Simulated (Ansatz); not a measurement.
## Hg: what changed settings do

All trials start from this Ansatz input:

```yaml
crystal:
  lattice:
    - [-2.069695, 2.069695, 1.802258]
    - [2.069695, -2.069695, 1.802258]
    - [2.069695, 2.069695, -1.802258]
  atoms:
    - { symbol: Hg, position: [0.0, 0.0, 0.0] }
basis:
  ecutwfc: 420
kpoints:
  mp_grid: { grid: [6, 6, 6] }
hamiltonian:
  xc: pbe
scf:
  occupations: { method: gaussian, width: 0.1 }
output:
  forces: true
  stress: true
  eigenvalues: true
```

Command:

```bash
ansatz run input.yaml --threads 1 --pin off --max-ram 1331MiB --backend cpu --events-out ev --progress --plain --runs-dir out
```

The run converges in 6 SCF iterations on 30 irreducible k-points: pressure -0.20 GPa, no gap.

These settings were drawn at random to show what each does; none of the numbers is a converged property of the crystal. Each trial's input is given as a difference from the reference's; energies are extrapolated to zero smearing where there is one, and pressure is positive in compression. Charged cells sit in a uniform background, and their pressures hang on that convention.

Trial 1:

```diff
 basis:
-  ecutwfc: 420
+  ecutwfc: "30 Ry"
 kpoints:
-  mp_grid: { grid: [6, 6, 6] }
+  mp_grid: { grid: [4, 1, 6] }
+  gamma: true
 hamiltonian:
+  hubbard:
+    sites: [{ species: Hg, l: d, u: 3.2, j: 0.37 }]
+    projectors: ortho-atomic
 scf:
+  n_extra_bands: 12
+  convergence: { dr2_threshold: "1e-8 eV" }
+  max_iter: 95
```

The program refuses the input:

```text
Error: YAML parse error: error: line 12 column 3: unknown field `gamma`, expected one of mp_grid, list, band_path, initial_grid, further_shifts
```

Next try, without the unknown key:

```diff
 kpoints:
-  gamma: true
```

The run converges in 6 SCF iterations on 14 irreducible k-points: pressure -9.87 GPa, gap on the sampled k-points 0.88 eV (the reference is a metal, so it comes from the sampling or the changed settings). It warns that the cutoff lies under the recommended one, 420 eV for these potentials; that the SCF threshold is loose for the stress; that the mesh lowers the symmetry. Under a U the state reached may not be the lowest.

Trial 2:

```diff
 hamiltonian:
+  hubbard: { sites: [{ species: Hg, l: p, u_eff: 3.0, u: 4.0 }] }
 scf:
+  max_iter: 98
```

The program refuses the input:

```text
Error: inconsistent input (hamiltonian.hubbard.sites[].u_eff, hamiltonian.hubbard.sites[].u, hamiltonian.hubbard.sites[].exx): hamiltonian.hubbard: set exactly one of `u_eff:` (Dudarev), `u:`/`j:` (Liechtenstein), or `exx:` (on-site exact exchange) on an entry
```

Trial 3:

```diff
 kpoints:
-  mp_grid: { grid: [6, 6, 6] }
+  mp_grid: { kspacing: 0.51 }
 hamiltonian:
+  dispersion: d3bj
 scf:
+  mixing: { ndim: 2 }
+  max_iter: 87
```

The run converges in 6 SCF iterations on 18 irreducible k-points: pressure -1.36 GPa.

Trial 4 (volume scaled):

```diff
 crystal:
   lattice:
-    - [-2.069695, 2.069695, 1.802258]
-    - [2.069695, -2.069695, 1.802258]
-    - [2.069695, 2.069695, -1.802258]
+    - [-2.0466732271, 2.0466732271, 1.7822110006]
+    - [2.0466732271, -2.0466732271, 1.7822110006]
+    - [2.0466732271, 2.0466732271, -1.7822110006]
 scf:
+  convergence: { dr2_threshold: "1e-10 eV" }
 output:
+  optics: { e_range: [0, 10], sigma: 0.2 }
```

The run converges in 8 SCF iterations on 30 irreducible k-points: energy 1.88 meV per atom below the reference, pressure -0.42 GPa, no gap. It warns that optics were asked on partly filled bands.

Trial 5 (volume scaled):

```diff
 crystal:
   lattice:
-    - [-2.069695, 2.069695, 1.802258]
-    - [2.069695, -2.069695, 1.802258]
-    - [2.069695, 2.069695, -1.802258]
+    - [-2.2115306398, 2.2115306398, 1.9257662544]
+    - [2.2115306398, -2.2115306398, 1.9257662544]
+    - [2.2115306398, 2.2115306398, -1.9257662544]
+total_charge: 12
 basis:
-  ecutwfc: 420
+  ecutwfc: 250
+  ecutrho_ratio: 12
 kpoints:
-  mp_grid: { grid: [6, 6, 6] }
+  mp_grid: { grid: [4, 6, 1], shift: [0.25, 0.25, 0.25] }
 hamiltonian:
-  xc: pbe
+  xc: blyp
+  dispersion: none
+  pseudopotentials: { kind: nc }
 scf:
+  mixing: { algorithm: broyden, ndim: 12 }
+  max_iter: 50
```

The run converges in 7 SCF iterations on 24 irreducible k-points: pressure -759 GPa (with the neutralising background of the charged cell) (unreliable at so low a cutoff), gap on the sampled k-points 77.04 eV (the reference is a metal, so it comes from the sampling or the changed settings). It warns that the cutoff lies under the recommended one, 898 eV for these potentials; that the mesh lowers the symmetry.

Trial 6:

```diff
 hamiltonian:
-  xc: pbe
+  xc: rpbe
+magnetization:
+  spin_polarized: true
+  initial_magnetization: 1.0
```

The run converges in 13 SCF iterations on 30 irreducible k-points: pressure 2.03 GPa, no gap, cell moment 0.00 μB. It warns that the starting moments were lost.

Trial 7:

```diff
+total_charge: 0.25
 kpoints:
-  mp_grid: { grid: [6, 6, 6] }
+  mp_grid: { grid: [4, 4, 4] }
 scf:
-  occupations: { method: gaussian, width: 0.1 }
+  occupations: { method: explicit }
+  max_iter: 94
```

The program refuses the input:

```text
Error: invalid value for `scf.occupations.values`: required for method: explicit
```

Next try, with these keys changed back:

```diff
 scf:
-  occupations: { method: explicit }
+  occupations: { method: gaussian, width: 0.1 }
```

The run converges in 7 SCF iterations on 13 irreducible k-points: pressure -1.64 GPa (with the neutralising background of the charged cell), no gap.

Trial 8:

```diff
 basis:
+  precision: f64
 kpoints:
-  mp_grid: { grid: [6, 6, 6] }
+  mp_grid: { grid: [3, 3, 2] }
 scf:
-  occupations: { method: gaussian, width: 0.1 }
+  occupations: { method: fixed }
+  n_extra_bands: 2
+  max_iter: 53
```

The run converges in 6 SCF iterations on 8 irreducible k-points: energy 202 meV per atom above the reference, pressure 2.59 GPa, gap on the sampled k-points 0.13 eV (the reference is a metal, so it comes from the sampling or the changed settings). It warns that the mesh lowers the symmetry.

Trial 9:

```diff
+total_charge: 0.5
 hamiltonian:
-  xc: pbe
+  xc: revpbe
 scf:
+  n_extra_bands: 8
```

The run converges in 7 SCF iterations on 30 irreducible k-points: pressure -4.07 GPa (with the neutralising background of the charged cell), no gap.

Trial 10:

```diff
 kpoints:
-  mp_grid: { grid: [6, 6, 6] }
+  mp_grid: { grid: [4, 4, 4] }
 scf:
+  n_extra_bands: 8
+  eigensolver: { mixed_precision: false }
+  max_iter: 62
+accuracy: low
```

The run converges in 6 SCF iterations on 13 irreducible k-points: energy 17.4 meV per atom above the reference, pressure 0.52 GPa, no gap.

Trial 11 (volume scaled):

```diff
 crystal:
   lattice:
-    - [-2.069695, 2.069695, 1.802258]
-    - [2.069695, -2.069695, 1.802258]
-    - [2.069695, 2.069695, -1.802258]
+    - [-1.9930743659, 1.9930743659, 1.7355379515]
+    - [1.9930743659, -1.9930743659, 1.7355379515]
+    - [1.9930743659, 1.9930743659, -1.7355379515]
```

The run converges in 6 SCF iterations on 30 irreducible k-points: energy 5.74 meV per atom below the reference, pressure 0.03 GPa, no gap.

Trial 12 (strained):

```diff
 crystal:
   lattice:
-    - [-2.069695, 2.069695, 1.802258]
-    - [2.069695, -2.069695, 1.802258]
-    - [2.069695, 2.069695, -1.802258]
+    - [-2.0194777769, 2.0985923, 1.8036247922]
+    - [2.057475954, -2.1017028104, 1.8508335964]
+    - [2.0266309534, 2.1088559869, -1.8071968712]
 basis:
+  ecutrho_ratio: 3
```

The run converges in 6 SCF iterations on 112 irreducible k-points: energy 1.80 meV per atom below the reference, pressure -0.42 GPa, no gap. It warns that the density cutoff lies under the recommended one.